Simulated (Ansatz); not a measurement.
## AlN: how the phase sets the permittivity

Plane-wave DFT in Ansatz, PBEsol, scalar-relativistic PAW potentials, cutoff 420 eV, no spin-orbit coupling; no spin polarisation. Each structure of AlN was relaxed within its symmetry; other phases aren't compared here. ε∞ and ε0 (at fixed strain) come from linear response and are means of the diagonal.

| space group | atoms in cell | V (Å³/atom) | gap on mesh (eV) | ε∞ | lowest optical mode at Γ (cm⁻¹) |
| --- | --- | --- | --- | --- | --- |
| F-43m | 2 | 10.49 | 3.19 | 4.65 | 648 |
| P6_3mc | 4 | 10.46 | 4.09 | 4.57 | 235 |

Order them by energy. Which have a polar axis, which are stable at Γ, and what static permittivity does each have?

P6_3mc 0 meV/atom, polar space group, stable at Γ, ε0 = 8.7; F-43m 22 meV/atom, no unique polar axis, stable at Γ, ε0 = 8.6. A polar space group allows a spontaneous polarisation; whether it can be switched wasn't computed. Without a unique polar axis or an inversion centre, and so allowed to be piezoelectric but not ferroelectric: F-43m. The mean ε0 hardly changes. Stability at Γ doesn't rule out soft modes elsewhere in the zone; Kohn–Sham gaps are too small and ε∞ as a rule too large. In thin films and nanowires, surface energy, strain and dopants can hold a phase that lies tens of meV per atom above the lowest. Meshes differ between cells, which leaves about 2 meV/atom open.

Cost: about 8.5 core-minutes for the runs cited, on Arm Neoverse V2, AMD EPYC 9R45 (Zen 5) (shared hosts).